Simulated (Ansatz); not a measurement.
# CoPtO2 (R-3m) in Ansatz: a series of runs

Runs on CoPtO2. Level: PBE. Tasks: single point.

Everything below comes from runs of Ansatz 0.2.0. Logs are shortened: lines on timing, memory, paths and dates and some standing lists are left out, and cuts for length are marked.

**1. The structure**

It takes space group R-3m (No. 166, trigonal). Conventional cell: a = 2.825 Å, b = 2.825 Å, c = 17.818 Å, α = 90.00°, β = 90.00°, γ = 120.00°. Pt (site symmetry -3m) has 2 O at 2.00 Å as nearest neighbours. Co (site symmetry -3m) has 6 O at 1.90 Å as nearest neighbours. Around O (site symmetry 3m) lie 3 Co at 1.90 Å and 1 Pt at 2.00 Å.

The cell is a database's computed one.

**2. Single point, PBE**

Input file input.yaml:

```yaml
crystal:
  lattice:
    - [1.4122699173, 0.8153744169, 5.9393891094]
    - [-1.4122699173, 0.8153744169, 5.9393891094]
    - [0.0, -1.6307488338, 5.9393891094]
  atoms:
    - { symbol: Pt, position: [0.0, 0.0, 0.0] }
    - { symbol: Co, position: [0.5, 0.5, 0.5] }
    - { symbol: O, position: [0.11224403, 0.11224403, 0.11224403] }
    - { symbol: O, position: [0.88775597, 0.88775597, 0.88775597] }
hamiltonian:
  xc: pbe
  pseudopotentials: { kind: paw }
kpoints:
  mp_grid: { grid: [11, 11, 11] }
scf:
  occupations: { method: fermi_dirac, width: 0.05 }
output:
  forces: true
  stress: true
  eigenvalues: true
  write_density: true
  write_potential: true
  elf: true
  volumetric_format: npy
```

Potentials or basis: Ansatz PAW.

The run is started by

```
ansatz run input.yaml --threads 2 --pin off --max-ram 5632MiB --backend cpu --events-out ev --progress --plain --runs-dir out
```

The program printed:

```text
Warning: RAYON_NUM_THREADS=2 ignored (pool sized by the plan → 2); use --threads N
basis.fft_grid_basis auto: the FFT boxes are laid along the combinations [[1, -1, 0], [0, 1, 0], [0, -1, 1]] of the cell's own vectors, 2.825, 6.159 and 2.825 Å long. The dense box has 20×45×20 points. Along the cell's own vectors, as sized, it would have 45×45×45, 5.06 times as many. Of the 12 symmetry operations that the crystal satisfies within crystal.symmetry.tolerance (time reversal apart; of a slab, those that keep its plane) the dense box along the cell's own vectors carries 12, and the one as laid loses 8 of those. basis.fft_grid_basis: typed keeps the cell's own vectors: state it where this run's energies or levels are differenced outside the engine with another run's, or held beside a run that keeps those vectors. Those combinations have planes normal to reciprocal vector 3, as the cell's own vectors have. Each planar average written beside output.write_density, output.write_potential has a row for each plane of the box: 20. The volumetric files lie along those combinations, not along the cell's own vectors: a cube or XSF file states them, and fields.json those of NumPy files.
Engine: ansatz 0.2.0, aarch64-unknown-linux-gnu
Pseudopotentials: kind: paw
Pseudopotential: Pt, paw, valence charge 18, recommended cutoff 420 eV (normal), Pt.paw.azcp
Pseudopotential: Co, paw, valence charge 17, recommended cutoff 420 eV (normal), Co.paw.azcp
Pseudopotential: O, paw, valence charge 6, recommended cutoff 420 eV (normal), O.paw.azcp
Functional definition: PBE
  parameter kappa = 0.804
  parameter beta = 0.06672455060314922
  exchange = pbe_x(kappa = kappa, mu = beta*pi^2/3)
  correlation = pbe_c(beta = beta)
Crystal: 4 atoms, lattice volume = 41.036 Å³
Basis set: ecut = 420 eV, 805 PW (Γ), FFT grids on a1−a2, a2, −a2+a3, exchange–correlation on 40×90×40 points (8 copies of the dense FFT grid, shifted against one another)
Bands: 29, of which v1, the nominal top of the filled ones, is band 24 counted from 1 (23 counted from 0)
Symmetry: 12 space group operations
Space group: R-3m (ITA 166), of the structure as read, at distance tolerance 3.4e-5 Å
k-points: 146 of 1331
Non-local potential: Pt, projectors of the file, l = 0: 3, l = 1: 2, l = 2: 2, l = 3: 1
Non-local potential: Co, projectors of the file, l = 0: 3, l = 1: 2, l = 2: 3, l = 3: 1
Non-local potential: O, projectors of the file, l = 0: 2, l = 1: 2, l = 2: 1
PAW form: soft (Blöchl's): semilocal exchange-correlation on the pseudo side does not see the compensation charge
PAW one-centre angular grid: Pt, 590 points (default); XC on 64 Gauss nodes
PAW one-centre angular grid: Co, 590 points (default); XC on 64 Gauss nodes
PAW one-centre angular grid: O, 110 points (default); XC on 64 Gauss nodes
Initial density: superposition of atomic densities (neutral atoms: chi_scale 0, normalization atom), corrected by the library's trained network
Initial wavefunctions: pseudopotential atomic-orbital guess
Functional: x = pbe(κ = 0.804, μ = 0.2195149727645171), c = pbe(β = 0.06672455060314922)
SCF iter   1: F=—  HF=-18782.446858 eV  |F-HF|=—  |Δ(HF+E_count)|=         —  Δρ=6.24e-3  dr2=6.32e-3  ethr=1.77e-3  ⟨swp⟩=6.3  Hψ=16938  notcnv=0
preconditioner: auto → none  [insulator: Δε(μ)=0.234 eV  Ē_g=10.782 eV  σ=0.050 eV  W_gap=0.82  n_scr=16 (ndim 8)  ℏωp=32.3 eV  f_vac=0.005  D(μ)=0.27/eV (n_scr^D=2)  ε∞_Penn≈10.0]
SCF iter   2: F=—  HF=-18782.445987 eV  |F-HF|=—  |Δ(HF+E_count)|=   8.71e-4  Δρ=2.31e-3  dr2=8.72e-4  ethr=1.35e-5  ⟨swp⟩=2.1  Hψ=7976  notcnv=0
SCF iter   3: F=—  HF=-18782.445948 eV  |F-HF|=—  |Δ(HF+E_count)|=   3.87e-5  Δρ=3.44e-4  dr2=2.90e-5  ethr=1.85e-6  ⟨swp⟩=2.8  Hψ=7766  notcnv=0
SCF iter   4: F=—  HF=-18782.445890 eV  |F-HF|=—  |Δ(HF+E_count)|=   5.77e-5  Δρ=9.92e-5  dr2=1.87e-6  ethr=6.18e-8  ⟨swp⟩=2.0  Hψ=6174  notcnv=0
SCF iter   5: F=—  HF=-18782.445892 eV  |F-HF|=—  |Δ(HF+E_count)|=   1.33e-6  Δρ=1.94e-5  dr2=1.39e-7  ethr=3.98e-9  ⟨swp⟩=2.0  Hψ=6274  notcnv=0
SCF iter   6: F=-18782.445892 eV  HF=-18782.445892 eV  |F-HF|=1.40e-9  |Δ(HF+E_count)|=   1.94e-8  Δρ=3.34e-6  dr2=2.33e-9  ethr=2.13e-10  ⟨swp⟩=8.8  Hψ=25354  notcnv=0
SCF 1 converged in 6 iterations: F = -18782.445892 eV  dr2 = 2.33e-9
SCF converged after 6 iterations
Free energy (F): -18782.445892 eV
Harris-Foulkes:  -18782.445892 eV  (|F-HF|=1.40e-9)
Internal energy: -18782.442387 eV  (E = F + TS)
E sigma→0 (E₀):  -18782.444139 eV
Entropy (-TS):   -0.003505 eV (-0.876 meV/atom)
Fermi energy:    16.644389 eV
--- Per-component energies (eV) ---
  E_band       = -473.374501
  E_kinetic    = 1438.797020
  E_local      = -5687.258944  (includes V_loc(G=0)·N_el)
  E_nonlocal   = 752.091363
  E_hartree    = 2280.531318
  E_xc         = -566.575931
  E_vxc        = -694.176945  (∫ρ·V_xc dr)
  E_paw        = -11283.281001  (= ΣΔE_a)
  E_vpaw       = -843.895476  (= ΣTr[D̂ρ^β])
  E_aug_tail   = 0.005001  (compensation charges beyond the density's cutoff)
  E_ewald      = -5716.751213
  E_smearing   = -0.003505  (= −TS)
  E_closure    = -0.000000  (closes the sum)
  Σ components = -18782.445892   (vs F -18782.445892, Δ=0.00e0)
--- Forces (eV/Å), atoms counted from 1 ---
  atom   1  Pt     0.00000000    -0.00000000     0.00000000
  atom   2  Co     0.00000000     0.00000000    -0.00000000
  atom   3  O     -0.00000000    -0.00000000    -0.09617985
  atom   4  O     -0.00000000     0.00000000     0.09617985
  max |Σ_I F_I| component: 1.85e-17 eV/Å
--- Stress (GPa, compression-positive) ---
        6.340344       0.000000       0.000000
        0.000000       6.340344       0.000000
       -0.000000       0.000000       5.120229
  P = ⅓ Tr σ = 5.9336 GPa (59.336 kbar)
--- Band table (eV; the first three rows and the last of 146) ---
  k-point 0: bands = ["-82.0820", "-79.1306", "-42.4146", "-42.4146", "-42.3867", "-36.7110", "-35.9589", "-35.9589", "-5.0894", "-3.1541", "6.8731", "9.5407", "10.0099", "10.0099", "11.9683", "13.2232", "13.2232", "13.4356", "13.4356", "14.6411", "14.6411", "14.9877", "14.9877", "15.0527", "18.4578", "18.4578", "19.3505", "22.0889", "25.5453"]
  k-point 1: bands = ["-82.0807", "-79.1301", "-42.4208", "-42.4160", "-42.3858", "-36.7083", "-35.9821", "-35.9647", "-4.9924", "-3.1463", "6.9966", "9.7311", "9.7784", "10.0558", "12.1964", "12.7137", "12.9438", "13.3316", "13.6562", "14.5481", "14.6927", "14.9366", "15.1082", "15.1417", "18.2695", "18.3811", "19.4854", "22.5864", "25.7753"]
  k-point 2: bands = ["-82.0773", "-79.1284", "-42.4374", "-42.4200", "-42.3831", "-36.7009", "-36.0440", "-35.9801", "-4.7204", "-3.1288", "7.3259", "9.2407", "10.1798", "10.3020", "11.7458", "12.4366", "12.4539", "13.1501", "14.1134", "14.2266", "14.6957", "14.9493", "15.2932", "15.4894", "17.8884", "18.1950", "19.7513", "23.7604", "26.4074"]
  k-point 145: bands = ["-82.0807", "-79.1300", "-42.4208", "-42.4160", "-42.3857", "-36.7084", "-35.9821", "-35.9647", "-4.7508", "-3.5211", "8.5895", "9.0656", "9.9634", "10.1979", "10.5970", "12.0500", "12.3836", "13.3096", "13.6448", "14.7059", "14.7819", "15.5282", "15.8602", "15.8603", "17.8225", "17.9847", "20.6056", "21.6025", "25.7031"]
```

Run time: 5.5 s. Hardware: 2 threads of Arm Neoverse V2, shared host; peak memory 0.43 GiB.

What came out:

```yaml
Free_energy: -18782.4459 eV
Pressure: 5.9 GPa
Largest_force: 0.096 eV/Å
Band_gap_on_the_k_mesh: none (metal or under the smearing width)
```

Forces on the atoms (eV/Å):
```
Pt   0.000  0.000  0.000
Co   0.000  0.000  0.000
O    0.000  0.000 -0.096
O    0.000  0.000  0.096
```

Levels at points of the mesh, in eV from the Fermi level:
```csv
k point,band 20,band 21,band 22,band 23,band 24,band 25,band 26,band 27,band 28,band 29
"(0.00, 0.00, 0.00)",-2.00,-2.00,-1.66,-1.66,-1.59,1.81,1.81,2.71,5.44,8.90
```

Caveat: the pressure holds a Pulay correction of +0.7 GPa for the finite cutoff; an odd number of electrons without spin polarisation forces a metal; a magnetic or distorted state may lie lower; the run has no spin polarisation, though such a crystal can be magnetic; semilocal functionals often make such compounds metallic where correlation or magnetic order opens a gap, which also shifts bond lengths.

**3. Single point, PBE, collinear spin, ferromagnetic start**

Edit input.yaml of step 2 so:

```diff
@@ -7,3 +7,3 @@
     - { symbol: Pt, position: [0.0, 0.0, 0.0] }
-    - { symbol: Co, position: [0.5, 0.5, 0.5] }
+    - { symbol: Co, position: [0.5, 0.5, 0.5], spin: 2.0 }
     - { symbol: O, position: [0.11224403, 0.11224403, 0.11224403] }
@@ -13,2 +13,4 @@
   pseudopotentials: { kind: paw }
+magnetization:
+  spin_polarized: true
 kpoints:
@@ -21,5 +23 @@
   eigenvalues: true
-  write_density: true
-  write_potential: true
-  elf: true
-  volumetric_format: npy
```

Potentials or basis: Ansatz PAW.

The run is started by

```
ansatz run input.yaml --threads 2 --pin off --max-ram 5632MiB --backend cpu --events-out ev --progress --plain --runs-dir out
```

The program printed:

```text
Warning: RAYON_NUM_THREADS=2 ignored (pool sized by the plan → 2); use --threads N
basis.fft_grid_basis auto: the FFT boxes are laid along the combinations [[1, 0, -1], [0, 1, -1], [0, 0, 1]] of the cell's own vectors, 2.825, 2.825 and 6.159 Å long. The dense box has 20×20×45 points. Along the cell's own vectors, as sized, it would have 45×45×45, 5.06 times as many. Of the 12 symmetry operations that the crystal satisfies within crystal.symmetry.tolerance (time reversal apart; of a slab, those that keep its plane) the dense box along the cell's own vectors carries 12, and the one as laid loses 8 of those. basis.fft_grid_basis: typed keeps the cell's own vectors: state it where this run's energies or levels are differenced outside the engine with another run's, or held beside a run that keeps those vectors.
[... 10 set-up lines as earlier in the session ...]
Crystal: 4 atoms, lattice volume = 41.036 Å³
Basis set: ecut = 420 eV, 805 PW (Γ), FFT grids on a1−a3, a2−a3, a3, exchange–correlation on 40×40×90 points (8 copies of the dense FFT grid, shifted against one another)
Bands: 30, of which v1, the nominal top of the filled ones, is band 24 counted from 1 (23 counted from 0)
[... 2 set-up lines as earlier in the session ...]
Magnetic group: BNS 166.97 (UNI 1327), of the structure as read, at distance tolerance 3.4e-5 Å
k-points: 146 of 1331
[... 7 set-up lines as earlier in the session ...]
[... 25 lines left out ...]
SCF converged after 14 iterations
Magnetization: -0.0000 μB (23.5000 up, 23.5000 down)
Absolute magnetization: 0.0000 μB (∫|ρ↑−ρ↓|, with the PAW one-centre terms)
Spin contamination: 0.0000 ħ² per cell (⟨S²⟩ above its minimum at these occupations)
Per-site moments (μB) at R_I (Å): [(-9.865664667208505e-10, 0.8249929496042441), (1.1000298647877036e-7, 0.7826291999317879), (-6.113339570235872e-7, 0.782629199931788), (-6.113339570110293e-7, 0.7826291999317879)]
Free energy (F): -18782.445892 eV
Harris-Foulkes:  -18782.445892 eV  (|F-HF|=1.75e-9)
Internal energy: -18782.442387 eV  (E = F + TS)
E sigma→0 (E₀):  -18782.444139 eV
Entropy (-TS):   -0.003504 eV (-0.876 meV/atom)
Fermi energy:    16.644377 eV
--- Per-component energies (eV) ---
  E_band       = -473.374513
  E_kinetic    = 1438.796703
  E_local      = -5687.261136  (includes V_loc(G=0)·N_el)
  E_nonlocal   = 752.092059
  E_hartree    = 2280.533356
  E_xc         = -566.575829
  E_vxc        = -694.176816  (∫ρ·V_xc dr)
  E_paw        = -11283.281327  (= ΣΔE_a)
  E_vpaw       = -843.895834  (= ΣTr[D̂ρ^β])
  E_aug_tail   = 0.005001  (compensation charges beyond the density's cutoff)
  E_ewald      = -5716.751213
  E_smearing   = -0.003504  (= −TS)
  E_closure    = -0.000000  (closes the sum)
  Σ components = -18782.445892   (vs F -18782.445892, Δ=0.00e0)
--- Forces (eV/Å), atoms counted from 1 ---
  atom   1  Pt    -0.00000000     0.00000000     0.00000000
  atom   2  Co     0.00000000    -0.00000000     0.00000000
  atom   3  O      0.00000000    -0.00000000    -0.09617006
  atom   4  O      0.00000000     0.00000000     0.09617006
  max |Σ_I F_I| component: 9.25e-18 eV/Å
--- Stress (GPa, compression-positive) ---
        6.340599       0.000000       0.000000
        0.000000       6.340599       0.000000
        0.000000       0.000000       5.120562
  P = ⅓ Tr σ = 5.9339 GPa (59.339 kbar)
--- Band table (eV; the first three rows and the last of 292) ---
  k-point 0 ↑: bands = ["-82.0821", "-79.1307", "-42.4146", "-42.4146", "-42.3867", "-36.7110", "-35.9589", "-35.9589", "-5.0894", "-3.1541", "6.8731", "9.5406", "10.0100", "10.0100", "11.9683", "13.2232", "13.2232", "13.4356", "13.4356", "14.6411", "14.6411", "14.9877", "14.9877", "15.0527", "18.4578", "18.4578", "19.3505", "22.0889", "25.5453", "28.1587"]
  k-point 1 ↑: bands = ["-82.0808", "-79.1301", "-42.4208", "-42.4161", "-42.3858", "-36.7083", "-35.9821", "-35.9647", "-4.9924", "-3.1463", "6.9966", "9.7311", "9.7784", "10.0559", "12.1965", "12.7137", "12.9438", "13.3316", "13.6562", "14.5481", "14.6927", "14.9366", "15.1082", "15.1417", "18.2695", "18.3811", "19.4854", "22.5864", "25.7753", "28.5677"]
  k-point 2 ↑: bands = ["-82.0773", "-79.1285", "-42.4374", "-42.4200", "-42.3832", "-36.7010", "-36.0440", "-35.9801", "-4.7203", "-3.1287", "7.3260", "9.2408", "10.1798", "10.3020", "11.7458", "12.4366", "12.4540", "13.1501", "14.1133", "14.2266", "14.6957", "14.9493", "15.2931", "15.4894", "17.8884", "18.1950", "19.7513", "23.7604", "26.4074", "29.5993"]
  k-point 145 ↓: bands = ["-82.0808", "-79.1301", "-42.4208", "-42.4161", "-42.3857", "-36.7084", "-35.9821", "-35.9647", "-4.7508", "-3.5211", "8.5895", "9.0656", "9.9634", "10.1979", "10.5971", "12.0500", "12.3837", "13.3096", "13.6448", "14.7059", "14.7819", "15.5282", "15.8602", "15.8603", "17.8225", "17.9847", "20.6057", "21.6025", "25.7031", "28.2979"]
```

Wall time 15 s (2 threads of Arm Neoverse V2, shared host); peak memory 0.53 GiB.

What came out:

- Free energy: -18782.4459 eV
- Pressure: 5.9 GPa
- Largest force: 0.096 eV/Å
- Band gap on the k mesh: none (metal or under the smearing width)
- Net moment: 0.00 μB per cell
- Absolute moment: 0.00 μB per cell

Forces on the atoms (eV/Å):
```
Pt   0.000  0.000  0.000
Co   0.000  0.000  0.000
O    0.000  0.000 -0.096
O    0.000  0.000  0.096
```

Caveat: the starting moments collapsed, and a magnetic state may lie lower; the pressure holds a Pulay correction of +0.7 GPa for the finite cutoff; semilocal functionals often make such compounds metallic where correlation or magnetic order opens a gap, which also shifts bond lengths; the starting moments weren't kept.

**4. Single point, PBE, collinear spin, random start**

Edit input.yaml of step 3 so:

```diff
@@ -7,3 +7,3 @@
     - { symbol: Pt, position: [0.0, 0.0, 0.0] }
-    - { symbol: Co, position: [0.5, 0.5, 0.5], spin: 2.0 }
+    - { symbol: Co, position: [0.5, 0.5, 0.5], spin: 0.19 }
     - { symbol: O, position: [0.11224403, 0.11224403, 0.11224403] }
@@ -23 +23,5 @@
   eigenvalues: true
+  write_density: true
+  write_potential: true
+  elf: true
+  volumetric_format: npy
```

The run is started by

```
ansatz run input.yaml --threads 2 --pin off --max-ram 5632MiB --backend cpu --events-out ev --progress --plain --runs-dir out
```

Wall time 18 s (2 threads of Arm Neoverse V2, shared host); peak memory 0.54 GiB.

It converged, with:

- Free energy: -18782.4459 eV
- Pressure: 5.9 GPa
- Largest force: 0.096 eV/Å
- Band gap on the k mesh: none (metal or under the smearing width)
- Net moment: 0.00 μB per cell
- Absolute moment: 0.00 μB per cell

Forces on the atoms (eV/Å):
```
Pt   0.000  0.000  0.000
Co   0.000  0.000  0.000
O    0.000  0.000 -0.096
O    0.000  0.000  0.096
```

Stress tensor (GPa, compression positive):
```
6.34 0.00 0.00
0.00 6.34 0.00
0.00 0.00 5.12
```

Levels at points of the mesh, in eV from the Fermi level:
Spin up:
```csv
k point,band 20,band 21,band 22,band 23,band 24,band 25,band 26,band 27,band 28,band 29
"(0.00, 0.00, 0.00)",-2.00,-2.00,-1.66,-1.66,-1.59,1.81,1.81,2.71,5.44,8.90
```
Spin down:
```
           k point  band 20  band 21  band 22  band 23  band 24  band 25  band 26  band 27  band 28  band 29
(0.00, 0.00, 0.00)    -2.00    -2.00    -1.66    -1.66    -1.59     1.81     1.81     2.71     5.44     8.90
```

Caveat: the pressure holds a Pulay correction of +0.7 GPa for the finite cutoff; semilocal functionals often make such compounds metallic where correlation or magnetic order opens a gap, which also shifts bond lengths; the starting moments weren't kept. Spin-orbit coupling is left out, which matters for the levels of Pt.
